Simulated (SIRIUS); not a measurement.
# Nb under changes of volume

One of the cells (18.797 Å³/atom); the others are scaled copies at fixed shape and fractional positions:

```
CELL_PARAMETERS angstrom
-1.67497 1.67497 1.67497
1.67497 -1.67497 1.67497
1.67497 1.67497 -1.67497
ATOMIC_POSITIONS crystal
Nb 0.00000 0.00000 0.00000
```

- Program: SIRIUS 7.10.0
- Functional: PBEsol
- Potentials or basis: PseudoDojo 0.4.1 PBEsol standard (scalar relativistic)
- Cutoff: 1127 eV
- Density cutoff: 4507 eV
- k mesh: 11 × 11 × 11
- Occupations: fermi-dirac, width 0.05 eV
- Spin: no spin polarisation

```tsv
volume (Å³/atom)	energy over the lowest point (meV/atom)	pressure (GPa)
17.322	?	?
17.691	0.00	-0.9
18.060	5.85	-4.4
18.797	40.43	-10.7
19.165	67.95	-13.4
19.534	101.47	-15.8
```

Problem. What does the run at 17.322 Å³/atom give?

Solution. Energy over the lowest point 2.58 meV/atom; pressure 3.0 GPa.

Worked out: A Birch-Murnaghan fit of order 3 (a polynomial in V^(-2/3)) to the other rows has its minimum at 17.62 Å³/atom, just outside them, with B0 = V·E''(V) = 182 GPa and B' = 3.3. It gives 2.82 meV/atom at 17.322 Å³/atom, against the run's 2.58, and -dE/dV = 3.2 GPa, against 3.0.

Energies are extrapolated to zero smearing.
